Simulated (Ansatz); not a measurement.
**PbF2: one atom moved over a plane**

Aim: for PbF2, map the energy of atom 1 (Pb) over a plane.

Program: Ansatz 0.2.0. Level of theory: DFT PBE+D3(BJ), scalar-relativistic, plane waves, PAW. These are calculated values, not measurements.

## 1. The starting structure

It takes space group Fm-3m (No. 225, cubic). Conventional cell: a = 5.940 Å, b = 5.940 Å, c = 5.940 Å, α = 90.00°, β = 90.00°, γ = 90.00°. Pb (site symmetry m-3m) has 8 F at 2.57 Å as nearest neighbours. Around F (site symmetry -43m) lie 4 Pb at 2.57 Å.

As a file:

```cif
data_structure
_symmetry_space_group_name_H-M 'Fm-3m'
_symmetry_Int_Tables_number 225
_cell_length_a 5.9397
_cell_length_b 5.9397
_cell_length_c 5.9397
_cell_angle_alpha 90.000
_cell_angle_beta 90.000
_cell_angle_gamma 90.000
_cell_volume 209.55
loop_
_atom_site_label
_atom_site_type_symbol
_atom_site_symmetry_multiplicity
_atom_site_Wyckoff_symbol
_atom_site_fract_x
_atom_site_fract_y
_atom_site_fract_z
_atom_site_occupancy
Pb1 Pb 4 a 0.00000 0.00000 0.00000 1
F1 F 8 c 0.25000 0.75000 0.75000 1
```

No relaxation comes first: the listed cell is the starting point.

## 2. The reference cell

Reference values: F = -13525.1587 eV; pressure 0.83 GPa; largest force 0.000 eV/Å; gap on the mesh 4.42 eV. It was computed beforehand with the settings of the runs below.

## 3. Next: one atom moved over a plane

Atom 1 (Pb) is moved by p along (1.000, 0.000, 0.000) and q along (0.000, 1.000, 0.000) (Å), all else fixed; its images in the other cells move with it. Points alike by symmetry are run once.

## 4. p = -0.200, q = -0.200

input.yaml reads:

```yaml
crystal:
  lattice:
    - [0.0, 2.96985, 2.96985]
    - [2.96985, 0.0, 2.96985]
    - [2.96985, 2.96985, 0.0]
  atoms:
    - { symbol: Pb, position: [0.0, 0.0, -0.0673434685] }
    - { symbol: F, position: [0.25, 0.25, 0.25] }
    - { symbol: F, position: [0.75, 0.75, 0.75] }
basis:
  ecutwfc: 420
kpoints:
  mp_grid: { grid: [8, 8, 8] }
hamiltonian:
  xc: pbe
  dispersion: d3bj
scf:
  occupations: { method: gaussian, width: 0.05 }
output:
  forces: true
  stress: true
  eigenvalues: true
```

Launch:

```
$ ansatz run input.yaml --threads 1 --pin off --max-ram 1228MiB --backend cpu --events-out ev --progress --plain --runs-dir out
```

## 5. At p = -0.200, q = 0.000

Edit input.yaml of step 4 so:

```diff
@@ -6,3 +6,3 @@
   atoms:
-    - { symbol: Pb, position: [0.0, 0.0, -0.0673434685] }
+    - { symbol: Pb, position: [0.0336717343, -0.0336717343, -0.0336717343] }
     - { symbol: F, position: [0.25, 0.25, 0.25] }
```

## 6. p = -0.200, q = -0.100

Edit input.yaml of step 5 so:

```diff
@@ -6,3 +6,3 @@
   atoms:
-    - { symbol: Pb, position: [0.0336717343, -0.0336717343, -0.0336717343] }
+    - { symbol: Pb, position: [0.0168358671, -0.0168358671, -0.0505076014] }
     - { symbol: F, position: [0.25, 0.25, 0.25] }
```

## 7. Point p = -0.100, q = 0.000

Edit input.yaml of step 6 so:

```diff
@@ -6,3 +6,3 @@
   atoms:
-    - { symbol: Pb, position: [0.0168358671, -0.0168358671, -0.0505076014] }
+    - { symbol: Pb, position: [0.0168358671, -0.0168358671, -0.0168358671] }
     - { symbol: F, position: [0.25, 0.25, 0.25] }
```

## 8. p = -0.100, q = -0.100

Edit input.yaml of step 7 so:

```diff
@@ -6,3 +6,3 @@
   atoms:
-    - { symbol: Pb, position: [0.0168358671, -0.0168358671, -0.0168358671] }
+    - { symbol: Pb, position: [0.0, 0.0, -0.0336717343] }
     - { symbol: F, position: [0.25, 0.25, 0.25] }
```

(Steps that only read results are left out.)

Before running it: what results should come out? Wanted: highest point; lowest point away from the origin.

**Answer**, as computed:

| quantity | value |
| --- | --- |
| highest point | 0.074 eV/cell at (p, q) = (-0.200, -0.200) |
| lowest point away from the origin | 0.008 eV/cell at (-0.100, 0.000) |

**Reading.** No computed point lies below the origin. Read as harmonic, the points at ±0.100 Å give force constants of 1.53 eV/Å² along p and 1.53 eV/Å² along q, so the site is nearly isotropic in this plane. The gap on the mesh runs from 4.38 to 4.42 eV over the map. These runs have no spin-orbit coupling; with Pb it would split and shift bands.

These are semilocal Kohn-Sham gaps, which aren't the measured quantity. Such gaps usually fall short of the measured ones; spin-orbit coupling, left out here, narrows gaps with Pb, so the two errors partly cancel.
